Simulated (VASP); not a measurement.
# Ti: intraband terms of a metal's spectrum

Ti, P6_3/mmc (no. 194), 2 atoms in the cell. PBE, independent-particle dielectric function; PAW potentials Ti_sv (PBE set).

## Input

INCAR.step1:
```
SYSTEM = Ti
  PREC = Accurate
  ENCUT = 320
  ISMEAR = 1
  SIGMA = 0.1
  EDIFF = 1E-7
  LASPH = .TRUE.
  KPAR = 4
  LWAVE = .FALSE.
  LCHARG = .TRUE.
  LMAXMIX = 4
```

INCAR.step2:
```
SYSTEM = Ti
  PREC = Accurate
  ENCUT = 320
  ISMEAR = 0
  SIGMA = 0.3
  EDIFF = 1E-6
  LASPH = .TRUE.
  KPAR = 4
  LWAVE = .TRUE.
  LCHARG = .FALSE.
  LMAXMIX = 4
  ICHARG = 11
  NBANDS = 30
  NEDOS = 3000
  OMEGAMAX = 30
  CSHIFT = 0.1
```

INCAR.step3, as INCAR.step2 but for:
```
- LWAVE = .TRUE.
+ LWAVE = .FALSE.
+ LOPTICS = .TRUE.
+ ALGO = None
+ NELM = 1
+ ISTART = 1
```

INCAR.step4, as INCAR.step3 but for:
```
+ WPLASMAI = 0.03
```

INCAR.step5 to INCAR.step6 change the same tag again: WPLASMAI = 0.1, 0.3.

INCAR.step7, as INCAR.step6 but for:
```
- WPLASMAI = 0.3
+ RTIME = 20
```

INCAR.step8, as INCAR.step7 but for:
```
- RTIME = 20
+ RTIME = 40
```

INCAR.step9, as INCAR.step8 but for:
```
- RTIME = 40
+ LNABLA = .TRUE.
```

INCAR.step10, as INCAR.step9 but for:
```
- ISMEAR = 0
- LNABLA = .TRUE.
+ ISMEAR = -5
```

KPOINTS.step1:
```
k-points
0
Gamma
  10 10 6
```

KPOINTS.step2:
```
k-points
0
Gamma
  16 16 9
```

POSCAR:
```
Ti
1.0
    2.9500000000      0.0000000000      0.0000000000
   -1.4750000000      2.5547749412      0.0000000000
    0.0000000000      0.0000000000      4.6800000000
Ti
2
Direct
    0.6666666667      0.3333333333      0.7500000000
    0.3333333333      0.6666666667      0.2500000000
```

Commands (each step's output is kept before the next begins):
```
cat potpaw_PBE.64/Ti_sv/POTCAR > POTCAR
cp INCAR.step1 INCAR
cp KPOINTS.step1 KPOINTS
mpirun -np 4 vasp_std > vasp.out
cp INCAR.step2 INCAR
cp KPOINTS.step2 KPOINTS
mpirun -np 4 vasp_std > vasp.out
cp INCAR.step3 INCAR
mpirun -np 4 vasp_std > vasp.out
cp INCAR.step4 INCAR
mpirun -np 4 vasp_std > vasp.out
cp INCAR.step5 INCAR
mpirun -np 4 vasp_std > vasp.out
cp INCAR.step6 INCAR
mpirun -np 4 vasp_std > vasp.out
cp INCAR.step7 INCAR
mpirun -np 4 vasp_std > vasp.out
cp INCAR.step8 INCAR
mpirun -np 4 vasp_std > vasp.out
cp INCAR.step9 INCAR
mpirun -np 4 vasp_std > vasp.out
cp INCAR.step10 INCAR
mpirun -np 4 vasp_std > vasp.out
```

## Result

- Bands: 30

One ground state, settings moved in the last step alone:

| Settings | Plasma frequency (eV) | Im ε at 0.5 eV | Im ε at 1 eV | Im ε at 2 eV | Im ε at 4 eV | Time (s) |
|---|---|---|---|---|---|---|
| interband part alone | 3.87 | 40.0 | 39.5 | 27.4 | 12.9 | 7 |
| Drude term, WPLASMAI 0.03 | 3.87 | 43.6 | 39.9 | 27.5 | 12.9 | 6 |
| Drude term, WPLASMAI 0.1 | 3.87 | 51.6 | 40.9 | 27.6 | 13.0 | 7 |
| Drude term, WPLASMAI 0.3 | 3.87 | 66.5 | 43.6 | 28.0 | 13.0 | 7 |
| relaxation time RTIME 20 fs | 3.87 | 44.0 | 40.0 | 27.5 | 12.9 | 7 |
| relaxation time RTIME 40 fs | 3.87 | 42.0 | 39.7 | 27.4 | 12.9 | 7 |
| transversal form (LNABLA) | 3.60 | 35.8 | 35.4 | 24.5 | 12.2 | 7 |
| tetrahedron method | – | – | – | – | – | no result |

VASP 6.6.1 took 68 s on 4 cores (Intel Xeon Platinum 8375C @ 2.90GHz (Ice Lake)), a shared host.
